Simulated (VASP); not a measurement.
ZnCu2SnS4:

```
Zn Cu Sn S
1.0
    -2.71710    2.71710    5.42480
     2.71710   -2.71710    5.42480
     2.71710    2.71710   -5.42480
Zn Cu Sn S
1 2 1 4
Direct
  0.25000 0.75000 0.50000
  0.00000 0.00000 0.00000
  0.75000 0.25000 0.50000
  0.50000 0.50000 0.00000
  0.37161 0.88441 0.99960
  0.11559 0.11519 0.48720
  0.88481 0.37201 0.00040
  0.62799 0.62839 0.51280
```

| Quantity | Value |
| --- | --- |
| Program | VASP 6.6.1 |
| Task | relaxation of cell and atoms |
| Functional | PBEsol |
| Potentials or basis | VASP PAW PBE potentials, release 64 (Zn, Cu, Sn_d, S) |
| Cutoff | 600 eV |
| k mesh | 10 × 10 × 10 |
| Occupations | gaussian, width 0.03 eV |
| Spin | no spin polarisation |

At the start: pressure -1.5 GPa; volume 20.02 Å³/atom.

Problem. Where does the relaxation end?

Solution. Over 11 steps the energy falls by 13.5 meV/atom and the volume is 19.45 Å³/atom (-2.8 %); space group I-4 (No. 82, to 0.05 Å).

The path:
```csv
step,energy change (eV),largest force (eV/Å),pressure (GPa),volume (Å³)
1,0.0000,0.6231,-1.48,160.20
2,-0.0795,0.3880,0.15,155.95
3,-0.0905,0.2491,1.19,153.71
4,-0.1075,0.0552,-0.10,155.79
5,-0.1078,0.0430,0.02,155.58
6,-0.1078,0.0424,0.06,155.54
7,-0.1081,0.0194,-0.01,155.67
8,-0.1081,0.0130,-0.06,155.79
9,-0.1081,0.0110,0.00,155.75
10,-0.1081,0.0111,-0.04,155.76
11,-0.1082,0.0088,0.01,155.64
```

Final structure:
```
CELL_PARAMETERS angstrom
-2.69032 2.69032 5.37580
2.69032 -2.69032 5.37580
2.69032 2.69032 -5.37580
ATOMIC_POSITIONS crystal
Zn 0.25000 0.75000 0.50000
Cu 0.00000 0.00000 0.00000
Cu 0.75000 0.25000 0.50000
Sn 0.50000 0.50000 0.00000
S 0.37057 0.89761 0.00867
S 0.10239 0.11105 0.47296
S 0.88895 0.36191 0.99133
S 0.63809 0.62943 0.52704
```

Caveat: the PAW data sets were made with another functional, which shifts forces and pressure a little.
